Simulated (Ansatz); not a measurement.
A CCSD(T) single point on maleic anhydride (`O=C1C=CC(=O)O1`).

```yaml
crystal:
  periodic: [false, false, false]
  atoms:
    - {symbol: O, position_ang: [1.560547, -0.927061, -1.680228]}
    - {symbol: C, position_ang: [0.818745, -0.413085, -0.909861]}
    - {symbol: C, position_ang: [0.132019, -0.989585, 0.271567]}
    - {symbol: C, position_ang: [-0.597742, -0.031540, 0.828149]}
    - {symbol: C, position_ang: [-0.413838, 1.205063, 0.030201]}
    - {symbol: O, position_ang: [-0.884755, 2.283145, 0.184736]}
    - {symbol: O, position_ang: [0.450248, 0.912022, -1.003188]}
    - {symbol: H, position_ang: [0.257678, -2.022029, 0.561735]}
    - {symbol: H, position_ang: [-1.234403, -0.063232, 1.699689]}
basis:
  gaussian: {orbitals: def2-SVP}
correlation: {method: ccsd_t}
```

```sh
$ ansatz run in.yaml --threads 4 --pin off --events-out ev --progress --plain --max-ram 10444MiB
```

The program prints (abridged):

```
Functional definition: HF
1070 factors; integrals over basis functions are off by at most 1.5e-3 eV
mean field evaluation 1: about -10250.7463 eV, gradient 5.3e1 eV
mean field evaluation 2: about -10250.9203 eV, gradient 5.3e1 eV
mean field evaluation 4: about -10256.7410 eV, gradient 5.2e0 eV
mean field evaluation 8: about -10256.8545 eV, gradient 6.7e-1 eV
mean field evaluation 16: about -10256.8579 eV, gradient 2.1e-6 eV
mean field -10256.85793312 eV, -376.9325766943 hartree, gradient 2.1e-6 eV, S^2 0.000000; 0 other end points of the search recorded, 0 dependent functions left out; unrestricted orbitals would lower it
7 core orbitals not correlated: weight in the atoms' cores, before any rotation towards them, 1.000 or more for the frozen orbitals, at most 0.000 for the correlated occupied ones
reference -10256.85793312 eV, -376.9325766943 hartree; 18, 18 occupied and 83, 83 virtual orbitals, 1070 factors
second order -28.07656772 eV of doubles, -0.00000000 eV of singles
cycle   1  -27.63103595 eV  change    4.5e-1 eV  update   1.5e-1
cycle   2  -28.43853657 eV  change   -8.1e-1 eV  update   4.8e-2
cycle   3  -28.66903596 eV  change   -2.3e-1 eV  update   2.5e-2
cycle   4  -28.65944225 eV  change    9.6e-3 eV  update   6.3e-3
cycle   5  -28.65487594 eV  change    4.6e-3 eV  update   2.9e-3
cycle   6  -28.65689677 eV  change   -2.0e-3 eV  update   9.0e-4
cycle   7  -28.65670039 eV  change    2.0e-4 eV  update   3.5e-4
cycle   8  -28.65641871 eV  change    2.8e-4 eV  update   1.3e-4
cycle   9  -28.65641568 eV  change    3.0e-6 eV  update   4.7e-5
cycle  10  -28.65645428 eV  change   -3.9e-5 eV  update   1.8e-5
perturbative correction -1.09163692 eV, -0.0401169170 hartree
Total energy: -10286.60602433 eV, -378.0257988820 hartree
```

Hardware: 4 threads of an Arm Neoverse V1 on a shared host. Wall time 8 s, peak host memory 0.59 GiB.

The correlation energy is -29.748 eV, 3.7 % of it from (T); the T1 diagnostic reads 0.0167.
